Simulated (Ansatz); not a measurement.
Ionic part of the dielectric constant of ZrO2 at 7 GPa, mode by mode

The calculation used DFT PBE, scalar-relativistic, plane waves, PAW in Ansatz. Cutoff 420 eV, 6×6×6 k-points (Γ-centred), fixed occupations. No spin polarisation. Phonons by linear response, acoustic sum rule imposed.

Symmetry: P4_2/nmc, No. 137, tetragonal system. Conventional cell: a = 3.586 Å, b = 3.586 Å, c = 5.178 Å, α = 90.00°, β = 90.00°, γ = 90.00°. Around Zr (site symmetry -4m2) lie 8 O at 2.08 to 2.37 Å. O (site symmetry 2mm) has 4 Zr at 2.08 to 2.37 Å as nearest neighbours.

Other phases may be more stable at this pressure.

The primitive cell has V = 66.58 Å³ and ε∞,yy = 5.723. Each polar mode adds Δε = (4.92064×10⁷/V)·S/ν² along y, with S its oscillator strength in e²/amu, ν in cm⁻¹ and V in Å³.

**Question.** From these modes, find each Δε and ε0,yy.
```csv
ν (cm⁻¹),S_yy (e²/amu)
119.9,0.9617
436.0,1.992
```

**Answer.**
| ν (cm⁻¹) | Δε |
| --- | --- |
| 119.9 | 49.45 |
| 436.0 | 7.74 |

The sum is 57.195, so ε0,yy = 62.92; the run's tensor has 62.92.

**Question.** Where do the longitudinal modes lie for a wave vector along y?

**Answer.** At 238, 727 cm⁻¹. The Lyddane–Sachs–Teller product Π(ν_LO/ν_TO)² = 10.99 matches ε0/ε∞ = 10.99.

This form isn't the usual stable structure of the compound at low pressure.

Cost: 1 run of about 1.5 core-minutes, on AMD EPYC 9R45 (Zen 5) (shared hosts).